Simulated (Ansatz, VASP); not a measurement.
# Al16CN15 (neutral C on an N site in AlN) in two plane-wave programs, part 2 of 2

One calculation is typed for both programs; each brings its own data sets. How far apart do they land? The cell is taken from a series of runs on this material, whose earlier steps may have relaxed, scaled, displaced or heated it; both programs get it as it stands.

VASP 6.6.1 and Ansatz 0.2.0.

So far: The structure; Ansatz: single point, HSE06.

## 3. VASP: single point, HSE06

Level of this step: HSE06, spin-polarised from a ferromagnetic start; plane waves and PAW (Al, N, C) (VASP).

The same cell, functional, mesh and smearing now go to VASP, with its own data sets.

Lines of VASP's logs that name or quote its potential files are left out, and so is its time.

The run reads the wave functions of an earlier VASP run, which isn't shown here.

Input file INCAR:

```
SYSTEM = Al16CN15
PREC = Accurate
ENCUT = 520
EDIFF = 1E-06
NELM = 100
ISMEAR = -1
SIGMA = 0.01
LREAL = Auto
ALGO = Normal
LHFCALC = .TRUE.
AEXX = 0.25
GGA = PE
HFSCREEN = 0.208
LASPH = .TRUE.
NBANDS = 85
ISPIN = 2
MAGMOM = 0 -0 0.02 0 -0 -0 -0 0 -0 -0 -0 -0 0 -0 0.02 0 0.01 0.03 0.01 0 -0 -0 -0 -0 0.15 -0 0 0.01 0.03 0.01 0 0.41
PRECFOCK = Fast
LORBIT = 11
LWAVE = .FALSE.
LCHARG = .FALSE.
ISIF = 2
NUPDOWN = 1
```

Input file POSCAR:

```
Al16CN15
1.0
    6.2604711982      0.0000000000      0.0000000000
   -3.1302355991      5.4217270973      0.0000000000
    0.0000000000      0.0000000000     10.0360139173
Al N C
16 15 1
Direct
    0.1662748837      0.3336205964      0.9987466349
    0.3324780828      0.1672723428      0.2504336335
    0.1683710955      0.3263586653      0.5032866465
    0.3349084655      0.1667187805      0.7513669609
    0.1659924837      0.8340075163      0.9986312184
    0.3312413002      0.6687586998      0.2447832367
    0.1634302969      0.8365697031      0.5007049381
    0.3333932775      0.6666067225      0.7481198897
    0.6664466958      0.3335533042      0.0014621724
    0.8331609903      0.1668390097      0.2500844155
    0.6670412693      0.3329587307      0.4998478043
    0.8329185746      0.1670814254      0.7513590783
    0.6663794036      0.8337251163      0.9987466349
    0.8327276572      0.6675219172      0.2504336335
    0.6736413347      0.8316289045      0.5032866465
    0.8332812195      0.6650915345      0.7513669609
    0.1650816097      0.3326838322      0.1891451387
    0.3340840125      0.1659434253      0.4407393121
    0.1657182210      0.3304851288      0.6935563822
    0.3343895403      0.1675427982      0.9411281708
    0.1642180597      0.8357819403      0.1881152872
    0.1656661571      0.8343338429      0.6927907169
    0.3330397243      0.6669602757      0.9399026092
    0.6661305677      0.3338694323      0.1918613709
    0.8343622859      0.1656377141      0.4410864172
    0.6668462051      0.3331537949      0.6906801723
    0.8325882176      0.1674117824      0.9411222747
    0.6673161678      0.8349183903      0.1891451387
    0.8340565747      0.6659159875      0.4407393121
    0.6695148712      0.8342817790      0.6935563822
    0.8324572018      0.6656104597      0.9411281708
    0.3328435529      0.6671564471      0.4425708701
```

Input file KPOINTS:

```
Automatic mesh
0
Gamma
1 1 1
0 0 0
```

Potentials, in the order of the species: Al, N and C (PBE family, release 64).

Launch:

```console
$ export OMP_NUM_THREADS=4
$ mpirun -np 1 vasp_gam
```

Numbers of over 12 decimals in the logs are rounded to 6 here.

Log:

```text
[banner, memory and clock lines left out]
running    1 mpi-ranks, on    1 nodes
[...]
Offloading initialized ...    1 GPUs detected
[...]
LDA part: xc-table for (Slater+PW92), standard interpolation
 found WAVECAR, reading the header
 POSCAR, INCAR and KPOINTS ok, starting setup
[...]
reading WAVECAR
 the WAVECAR file was read successfully
 initial charge from wavefunction
 entering main loop
       N       E                     dE             d eps       ncg     rms          rms(c)
DAV:   1    -0.266030299929E+03   -0.26603E+03   -0.75518E+00   435   0.876E+00    0.314E+01
DAV:   2    -0.266092735616E+03   -0.62436E-01   -0.23806E-01   392   0.171E+00    0.223E+01
DAV:   3    -0.266084738497E+03    0.79971E-02   -0.10661E-02   403   0.367E-01    0.137E+01
DAV:   4    -0.266081474284E+03    0.32642E-02   -0.29686E-03   387   0.175E-01    0.814E+00
[...]
DAV:   9    -0.266079788935E+03    0.10440E-04   -0.67921E-06   395   0.110E-02    0.526E-01
DAV:  10    -0.266079786641E+03    0.22942E-05   -0.19154E-06   264   0.676E-03    0.308E-01
DAV:  11    -0.266079786626E+03    0.15568E-07   -0.12094E-06   206   0.487E-03
   1 F= -.26607979E+03 E0= -.26607979E+03  d E =-.136697E-12  mag=     1.0000
```

Parts of OUTCAR (step 3):

```text
  Total        4.3225730      0.8798994    -19.8790683     -2.9814428     -0.4447845      0.7703955
  in kB       20.3304499      4.1384495    -93.4976464    -14.0226837     -2.0919642      3.6234176
  external PRESSURE =     -23.0095823 kB  Pullay stress =       0.0000000 kB

 POSITION                                       TOTAL-FORCE (eV/Angst)
 -----------------------------------------------------------------------------------
     -0.00335      1.80880     10.02344         0.025208     -0.076836     -0.271290
      1.55787      0.90690      2.51336        -0.098605     -0.009715     -0.656617
      0.03250      1.76943      5.05099         0.499843     -0.406550      0.388260
      1.57482      0.90390      7.54073        -0.126050     -0.154428     -0.200819
     -1.57145      4.52176     10.02228        -0.052986      0.030591     -0.321223
     -0.01965      3.62583      2.45665         0.132573     -0.076541     -0.418323
     -1.59551      4.53565      5.02508         0.034117     -0.019697      0.203319
      0.00056      3.61416      7.50814        -0.091227      0.052670     -0.324466
      3.12817      1.80843      0.01467        -0.010055      0.005805     -0.416762
      4.69373      0.90456      2.50985         0.069800     -0.040299     -0.834873
      3.13375      1.80521      5.01648        -0.126430      0.072995     -0.104656
      4.69146      0.90587      7.54065         0.093394     -0.053921     -0.175652
      1.56209      4.52023     10.02344         0.079146      0.016587     -0.271290
      3.12377      3.61912      2.51336        -0.040889      0.090252     -0.656617
[...]
-----------------------------------------------------------------------------------
    total drift:                                0.007383     -0.004874      0.033614

  FREE ENERGIE OF THE ION-ELECTRON SYSTEM (eV)
  ---------------------------------------------------
  free  energy   TOTEN  =      -266.0797866257 eV

  energy  without entropy=     -266.0797866257  energy(sigma->0) =     -266.07978663

 magnetization (x)
# of ion       s       p       d       tot
------------------------------------------
    1       -0.000   0.000   0.000  -0.000
    2       -0.000  -0.000   0.000  -0.000
    3        0.001   0.030   0.000   0.031
    4        0.000   0.000   0.000   0.000
    5       -0.000  -0.000   0.000  -0.000
    6       -0.003  -0.004   0.000  -0.007
    7       -0.003  -0.005   0.000  -0.009
    8       -0.000   0.000   0.000   0.000
    9       -0.000   0.000   0.000  -0.000
   10       -0.001  -0.001   0.000  -0.001
   11       -0.001  -0.001   0.000  -0.002
   12       -0.000  -0.000   0.000  -0.000
   13       -0.000   0.000   0.000  -0.000
[...]
--------------------------------------------------
tot          0.017   0.588   0.000   0.606

[... 3 further parts left out ...]
[key lines of the parts left out:]
E-fermi :   6.0121
```

The run ends at a pressure of -2.30 GPa, with forces up to 0.92 eV/Å.

## 4. Differences

Known differences besides the potentials themselves: exact exchange at q = 0 is treated differently, which shows on coarse meshes; VASP keeps PBE cores, Ansatz makes them for the functional; the cutoff is 420 eV in Ansatz and 520 eV in VASP (PREC = Accurate, projectors in real space); VASP takes a coarser grid for exact exchange (PRECFOCK = Fast); site moments are counted in spheres of each program's own size. Total energies have different zeros and are not compared.

Both answers:

| quantity | Ansatz | VASP | difference |
| --- | --- | --- | --- |
| total moment, fixed by the input (μB) | 1.00 | 1.00 | 0.00 |
| moment on C32 (μB) | 0.41 | 0.35 | +0.06 |
| moment on N25 (μB) | 0.14 | 0.14 | +0.01 |

Forces on 9 of the 32 atoms, those with the largest forces and the largest differences (eV/Å; atoms numbered as in POSCAR):

| atom | Ansatz x, y, z | VASP x, y, z |
| --- | --- | --- |
| Al2 | -0.096, -0.010, -0.659 | -0.099, -0.010, -0.657 |
| Al3 | 0.500, -0.423, 0.380 | 0.500, -0.407, 0.388 |
| Al6 | 0.133, -0.077, -0.445 | 0.133, -0.077, -0.418 |
| Al7 | 0.011, -0.006, 0.197 | 0.034, -0.020, 0.203 |
| Al10 | 0.070, -0.040, -0.835 | 0.070, -0.040, -0.835 |
| Al14 | -0.039, 0.089, -0.659 | -0.041, 0.090, -0.657 |
| Al15 | 0.616, -0.222, 0.380 | 0.602, -0.230, 0.388 |
| N24 | 0.062, -0.036, 0.586 | 0.062, -0.036, 0.584 |
| C32 | -0.650, 0.375, -0.527 | -0.642, 0.371, -0.546 |

The forces differ by 6.9 meV/Å r.m.s., which is 2.7 % of the r.m.s. force of 0.254 eV/Å (both taken over all components).

## 5. What came out

```json
{"r.m.s. force difference (single point, HSE06)": "2.7 % of the r.m.s. force"}
```

**Reading.** The r.m.s. force difference is 2.7 % of the r.m.s. force (single point, HSE06), within the 3 % picked in this series as the mark of a large difference. How closely two codes agree says nothing of how well the functional describes the real material.

[Lines on the potential files, build, host, timing and source positions are cut from VASP's logs without a mark.]

[Logs are printed without paths, hosts, clocks, repeated set-up lines and the standing remarks that a program may print on its own settings, such as how far it seeks lower states.]

[Hosts, paths, dates, database ids (printed as entryN), source tags and the programs' standing remarks are cut or masked in the printed files.]
